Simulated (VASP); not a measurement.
A run of VASP 6.6.1 is set up as follows.

INCAR

```
SYSTEM = SnS2
PREC = Accurate
ENCUT = 600
EDIFF = 1E-7
ISMEAR = 0
SIGMA = 0.03
LREAL = .FALSE.
LASPH = .TRUE.
NELM = 80
ALGO = Normal
ISIF = 3
LWAVE = .FALSE.
LCHARG = .FALSE.
GGA = PE
IVDW = 12
IBRION = 2
NSW = 90
EDIFFG = -0.005
KPAR = 4
```

Contents of KPOINTS:

```
regular mesh
0
G
  9 9 5
  0 0 0
```

The input POSCAR:

```
SnS2                                    
1.0
    3.6672149147     -0.0000000000     -0.0000000000
   -1.8336074573      3.1759012728      0.0000000000
   -0.0000000000      0.0000000000      5.8130285871
  Sn              S             
     1     2
Direct
     0.0000000000000000    0.0000000000000000    0.0000000000000000
     0.3333333300000021    0.6666666699999979    0.2543667581516687
     0.6666666699999979    0.3333333300000021    0.7456332418483314
```

Potentials or basis: VASP PAW PBE potentials, release 64 (Sn_d, S).

The run is started by

```bash
$ cat potpaw_PBE.64/Sn_d/POTCAR potpaw_PBE.64/S/POTCAR > POTCAR
$ mpirun -np 4 vasp_std > vasp.out
```

Problem. Predict the relaxed volume.

Solution. 22.56 Å³/atom.

Problem. What does it give for the dispersion energy per atom?

Solution. -0.328 eV.

Problem. Predict the relaxed cell.

Solution. a = 3.667 Å, b = 3.667 Å, c = 5.811 Å, α = 90.00°, β = 90.00°, γ = 120.00°.

Forces in eV/Å, atoms in the order of the input:
```
Sn   0.000  0.000  0.000
S    0.000  0.000  0.005
S    0.000  0.000 -0.005
```
